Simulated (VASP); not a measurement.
Calculation: PBE GGA, VASP's PBE PAW potentials (set 64) (plane waves; VASP 6.6.1).

VASP input:

File KPOINTS:
```
Automatic mesh
0
Gamma
6 6 6
0 0 0
```

**INCAR**
```
! general
SYSTEM    =  ZnTe
PREC      =  Accurate
ENCUT     =  300
LREAL     =  .FALSE.
LASPH     =  .TRUE.

! electronic loop
EDIFF     =  1E-8
NELM      =  100
ALGO      =  Normal
LMAXMIX   =  4

! smearing
ISMEAR    =  0
SIGMA     =  0.01

! functional
GGA       =  PE

! ions
ISIF      =  2

! output
LWAVE     =  .FALSE.
LCHARG    =  .FALSE.

! other
LEPSILON  =  .TRUE.
```

POSCAR:
```
ZnTe
1
    0.0000000000     3.0846430000     3.0846430000
    3.0846430000     0.0000000000     3.0846430000
    3.0846430000     3.0846430000     0.0000000000
Zn Te
1 1
Direct
  0.5000000000   0.5000000000   0.5000000000
  0.2500000000   0.2500000000   0.2500000000
```

POTCAR, in this order: Zn Te (PBE.64 set). Program: vasp_std.

Output of the run:

File OUTCAR:
```
 ion  position               nearest neighbor table
   1  0.500  0.500  0.500-   2 2.67   2 2.67   2 2.67   2 2.67
   2  0.250  0.250  0.250-   1 2.67   1 2.67   1 2.67   1 2.67
  LATTYP: Found a face centered cubic cell.
 ALAT       =     6.1692860000
 Subroutine PRICEL returns:
 Original cell was already a primitive cell.
 Subroutine GETGRP returns: Found 24 space group operations
The static configuration has the point symmetry T_d .
The dynamic configuration has the point symmetry T_d .
 Subroutine INISYM returns: Found 24 space group operations
 Subroutine IBZKPT returns following result:
 Found     16 irreducible k-points:

 Following reciprocal coordinates:
            Coordinates               Weight
  0.000000  0.000000  0.000000      1.000000
  0.166667  0.000000  0.000000      8.000000
  0.333333  0.000000  0.000000      8.000000
  0.500000  0.000000  0.000000      4.000000
  0.166667  0.166667  0.000000      6.000000
  0.333333  0.166667  0.000000     24.000000
  0.500000  0.166667  0.000000     24.000000
 -0.333333  0.166667  0.000000     24.000000
 -0.166667  0.166667  0.000000     12.000000
...
```

### OSZICAR
```
...
RMM:  19    -0.470357058964E+02    0.10675E-08    0.40678E-07   425   0.624E-05
 Linear response to external field (no local field effect), progress :
  Direction:   1
       N       E                     dE             d eps       ncg     rms          rms(c)
RMM:   1    -0.183051505577E+01   -0.18305E+01   -0.83371E+00   690   0.427E+00
RMM:   2    -0.211709643866E+01   -0.28658E+00   -0.23256E-02   708   0.915E-01
RMM:   3    -0.212089380660E+01   -0.37974E-02   -0.13970E-03   700   0.183E-01
RMM:   4    -0.212097119262E+01   -0.77386E-04   -0.20985E-04   712   0.519E-02
RMM:   5    -0.212097308074E+01   -0.18881E-05   -0.33520E-05   729   0.202E-02
RMM:   6    -0.212097398403E+01   -0.90329E-06   -0.74745E-06   710   0.836E-03
RMM:   7    -0.212097406323E+01   -0.79202E-07   -0.18431E-06   613   0.366E-03
RMM:   8    -0.212097407662E+01   -0.13394E-07   -0.16743E-07   438   0.158E-03
RMM:   9    -0.212097408634E+01   -0.97111E-08   -0.31026E-08   409   0.736E-04
 Linear response to external field (no local field effect), progress :
  Direction:   2
       N       E                     dE             d eps       ncg     rms          rms(c)
RMM:   1    -0.186100843929E+01   -0.18610E+01   -0.83680E+00   693   0.432E+00
RMM:   2    -0.215714696537E+01   -0.29614E+00   -0.20361E-02   707   0.882E-01
RMM:   3    -0.216085730839E+01   -0.37103E-02   -0.13285E-03   693   0.181E-01
RMM:   4    -0.216093185980E+01   -0.74551E-04   -0.20733E-04   717   0.525E-02
RMM:   5    -0.216093335894E+01   -0.14991E-05   -0.31720E-05   735   0.209E-02
RMM:   6    -0.216093438313E+01   -0.10242E-05   -0.75503E-06   711   0.870E-03
RMM:   7    -0.216093439493E+01   -0.11794E-07   -0.15347E-06   612   0.384E-03
RMM:   8    -0.216093444026E+01   -0.45337E-07   -0.20926E-07   441   0.166E-03
RMM:   9    -0.216093443627E+01    0.39954E-08    0.80099E-10   409   0.772E-04
 Linear response to external field (no local field effect), progress :
  Direction:   3
       N       E                     dE             d eps       ncg     rms          rms(c)
RMM:   1    -0.952905560998E+00   -0.95291E+00   -0.44358E+00   654   0.346E+00
RMM:   2    -0.122351864855E+01   -0.27061E+00   -0.72174E-03   702   0.741E-01
RMM:   3    -0.122766496611E+01   -0.41463E-02   -0.85755E-04   686   0.125E-01
RMM:   4    -0.122774149949E+01   -0.76533E-04   -0.13903E-04   703   0.295E-02
RMM:   5    -0.122774225226E+01   -0.75277E-06   -0.18716E-05   709   0.976E-03
RMM:   6    -0.122774335160E+01   -0.10993E-05   -0.56281E-06   686   0.377E-03
RMM:   7    -0.122774330374E+01    0.47858E-07   -0.14590E-08   593   0.135E-03
RMM:   8    -0.122774335274E+01   -0.48999E-07   -0.72921E-08   453   0.602E-04
RMM:   9    -0.122774334336E+01    0.93759E-08    0.12635E-07   388   0.288E-04
RMM:  10    -0.122774335170E+01   -0.83352E-08    0.18724E-07   354   0.159E-04
RMM:  11    -0.122774335049E+01    0.12094E-08    0.15649E-08   308   0.966E-05
 Linear response to external field, progress :
  Direction:   1
       N       E                     dE             d eps       ncg     rms          rms(c)
RMM:   1    -0.154905364245E+01   -0.15491E+01   -0.70561E+00  1925   0.401E+00
RMM:   2    -0.183290837351E+01   -0.28385E+00   -0.19783E-02  2038   0.860E-01    0.255E+00
RMM:   3    -0.180352461464E+01    0.29384E-01   -0.35354E-02  1907   0.114E+00    0.147E+00
RMM:   4    -0.187930342966E+01   -0.75779E-01   -0.59015E-02  1959   0.141E+00    0.181E-01
RMM:   5    -0.190065953951E+01   -0.21356E-01   -0.25321E-03  1997   0.330E-01    0.428E-02
RMM:   6    -0.190867854294E+01   -0.80190E-02   -0.32341E-05  2051   0.931E-02    0.253E-02
RMM:   7    -0.191075584070E+01   -0.20773E-02    0.46136E-06  1938   0.395E-02    0.708E-03
RMM:   8    -0.191083166366E+01   -0.75823E-04    0.11890E-05  1976   0.873E-03    0.255E-03
RMM:   9    -0.191085053884E+01   -0.18875E-04    0.53776E-06  2056   0.380E-03    0.511E-04
RMM:  10    -0.191087637413E+01   -0.25835E-04    0.12265E-06  2060   0.974E-04    0.195E-04
RMM:  11    -0.191087363477E+01    0.27394E-05    0.27950E-07  1871   0.361E-04    0.754E-05
RMM:  12    -0.191087006661E+01    0.35682E-05    0.19363E-07  1322   0.114E-04    0.165E-05
RMM:  13    -0.191086987800E+01    0.18861E-06    0.19289E-07   928   0.681E-05    0.134E-05
RMM:  14    -0.191086977573E+01    0.10228E-06    0.53969E-08   666   0.556E-05    0.257E-06
 Linear response to external field, progress :
  Direction:   2
       N       E                     dE             d eps       ncg     rms          rms(c)
RMM:   1    -0.154906905347E+01   -0.15491E+01   -0.70562E+00  1926   0.401E+00
RMM:   2    -0.183290769151E+01   -0.28384E+00   -0.19779E-02  2038   0.860E-01    0.255E+00
RMM:   3    -0.180352248176E+01    0.29385E-01   -0.35333E-02  1907   0.114E+00    0.147E+00
RMM:   4    -0.187930273638E+01   -0.75780E-01   -0.58999E-02  1959   0.141E+00    0.181E-01
RMM:   5    -0.190066195977E+01   -0.21359E-01   -0.25441E-03  1997   0.330E-01    0.428E-02
RMM:   6    -0.190868038829E+01   -0.80184E-02   -0.40751E-05  2055   0.931E-02    0.253E-02
RMM:   7    -0.191075672287E+01   -0.20763E-02    0.51956E-06  1934   0.395E-02    0.708E-03
RMM:   8    -0.191083280663E+01   -0.76084E-04    0.11118E-05  1978   0.873E-03    0.255E-03
RMM:   9    -0.191085159726E+01   -0.18791E-04    0.53234E-06  2053   0.380E-03    0.511E-04
RMM:  10    -0.191087740851E+01   -0.25811E-04    0.12798E-06  2058   0.975E-04    0.195E-04
RMM:  11    -0.191087470780E+01    0.27007E-05    0.31721E-07  1865   0.361E-04    0.755E-05
RMM:  12    -0.191087113208E+01    0.35757E-05    0.74798E-08  1330   0.114E-04    0.165E-05
RMM:  13    -0.191087094298E+01    0.18909E-06    0.32632E-08   924   0.682E-05    0.134E-05
RMM:  14    -0.191087084194E+01    0.10105E-06    0.71727E-08   674   0.557E-05    0.256E-06
 Linear response to external field, progress :
  Direction:   3
       N       E                     dE             d eps       ncg     rms          rms(c)
RMM:   1    -0.155062567734E+01   -0.15506E+01   -0.70718E+00  1925   0.401E+00
RMM:   2    -0.183223044796E+01   -0.28160E+00   -0.14472E-02  2036   0.857E-01    0.255E+00
RMM:   3    -0.180351190391E+01    0.28719E-01   -0.35322E-02  1904   0.114E+00    0.147E+00
RMM:   4    -0.187929673610E+01   -0.75785E-01   -0.59027E-02  1958   0.141E+00    0.181E-01
RMM:   5    -0.190070247798E+01   -0.21406E-01   -0.25509E-03  1996   0.331E-01    0.427E-02
RMM:   6    -0.190867807710E+01   -0.79756E-02   -0.41325E-05  2049   0.930E-02    0.253E-02
RMM:   7    -0.191075792070E+01   -0.20798E-02    0.49466E-06  1935   0.396E-02    0.708E-03
RMM:   8    -0.191083254991E+01   -0.74629E-04    0.11075E-05  1971   0.873E-03    0.257E-03
RMM:   9    -0.191085201160E+01   -0.19462E-04    0.53504E-06  2050   0.381E-03    0.520E-04
RMM:  10    -0.191087750768E+01   -0.25496E-04    0.12537E-06  2055   0.974E-04    0.196E-04
RMM:  11    -0.191087471260E+01    0.27951E-05    0.45506E-07  1868   0.361E-04    0.759E-05
RMM:  12    -0.191087115203E+01    0.35606E-05   -0.15374E-07  1322   0.113E-04    0.162E-05
RMM:  13    -0.191087094057E+01    0.21146E-06    0.25546E-08   921   0.677E-05    0.127E-05
RMM:  14    -0.191087083213E+01    0.10844E-06    0.52112E-08   660   0.559E-05    0.254E-06
```

### OUTCAR
```
------------------------ aborting loop because EDIFF is reached ----------------------------------------

 HEAD OF MICROSCOPIC STATIC DIELECTRIC TENSOR (INDEPENDENT PARTICLE, excluding Hartree and local field effects)
 ------------------------------------------------------
          12.322807     0.000000     0.000000
           0.000000    12.322807     0.000000
           0.000000     0.000000    12.322807
 ------------------------------------------------------

 MACROSCOPIC STATIC DIELECTRIC TENSOR (including local field effects in DFT)
 ------------------------------------------------------
          11.927254    -0.000000    -0.000000
           0.000000    11.927254    -0.000000
          -0.000000     0.000000    11.927254
 ------------------------------------------------------

 PIEZOELECTRIC TENSOR (including local field effects)  for field in x, y, z        (e  Angst)
          XX          YY          ZZ          XY          YZ          ZX
  --------------------------------------------------------------------------------
  x     0.00000     0.00000     0.00000     0.00000     2.76976     0.00000
  y     0.00000     0.00000     0.00000     0.00000    -0.00000     2.76976
  z     0.00000     0.00000     0.00000     2.76976     0.00000    -0.00000

 PIEZOELECTRIC TENSOR (including local field effects)  for field in x, y, z        (C/m^2)
          XX          YY          ZZ          XY          YZ          ZX
  --------------------------------------------------------------------------------
  x     0.00000     0.00000     0.00000     0.00000     0.75598     0.00000
  y     0.00000     0.00000     0.00000     0.00000    -0.00000     0.75598
  z     0.00000     0.00000     0.00000     0.75598     0.00000    -0.00000

 BORN EFFECTIVE CHARGES (including local field effects) (in |e|, cummulative output)
 ---------------------------------------------------------------------------------
 ion    1
    1     2.29781    -0.00000    -0.00000
    2    -0.00000     2.29781     0.00000
    3     0.00000     0.00000     2.29781
 ion    2
    1    -2.29781     0.00000     0.00000
    2     0.00000    -2.29781    -0.00000
    3     0.00000    -0.00000    -2.29781
```
(Selected blocks of OUTCAR.)

The dielectric response may not be converged in the k-mesh; for small gaps it tends to come out too large.

The structure comes from a computed database's ZnTe entry; how it stands against other phases isn't given here. The cell was not relaxed at this level. The run is one of a series of settings (EDIFF = 1E-8, LEPSILON = .TRUE., KPOINTS 6×6×6 Γ-centred mesh against the base run), some of them coarse on purpose.
